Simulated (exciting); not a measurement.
Crystal: Si.

```xyz
2
Lattice="0.0000 2.7219 2.7219 2.7219 0.0000 2.7219 2.7219 2.7219 0.0000" Properties=species:S:1:pos:R:3 pbc="T T T"
Si    2.7219    2.7219    2.7219
Si    4.0828    4.0828    4.0828
```

```yaml
Program: exciting (release sodium)
Task: single point
Functional: PBE
Potentials_or_basis: all-electron LAPW+lo, shipped species files, valence relativity iora*
rgkmax: 7.5
k_mesh: 8 × 8 × 8
Occupations: fermi-dirac, width 0.05 eV
Spin: no spin polarisation
gmaxvr_cutoff_of_density_and_potential: 14 1/bohr
lmaxapw_and_lmaxmat: 10
lmaxvr: 8
nempty: 10
Valence_relativity: iora*
epsengy: 1e-05 Ha
epspot: 1e-05 Ha
maxscl: 60
Muffin-tin_radii: Si 2.0 bohr
```

On this cell: largest force zero by symmetry; band gap on the k mesh 0.63 eV, indirect (least direct gap 2.56 eV).

The same run follows on a disturbed copy (atoms moved at random, drawn with an rms of 0.05 Å):

```xyz
2
Lattice="0.0000 2.7219 2.7219 2.7219 0.0000 2.7219 2.7219 2.7219 0.0000" Properties=species:S:1:pos:R:3 pbc="T T T"
Si    2.7015    2.7558    2.7182
Si    4.0713    4.0494    4.0713
```

Question: What changes?

Answer: The energy moves by +15.7 meV/atom; largest force 0.913 eV/Å; band gap on the k mesh 0.23 eV, indirect (least direct gap 2.02 eV).

Forces in eV/Å, atoms in the order of the input:
```
Si   0.100 -0.904 -0.086
Si  -0.100  0.904  0.086
```

A k mesh can miss the band edges.
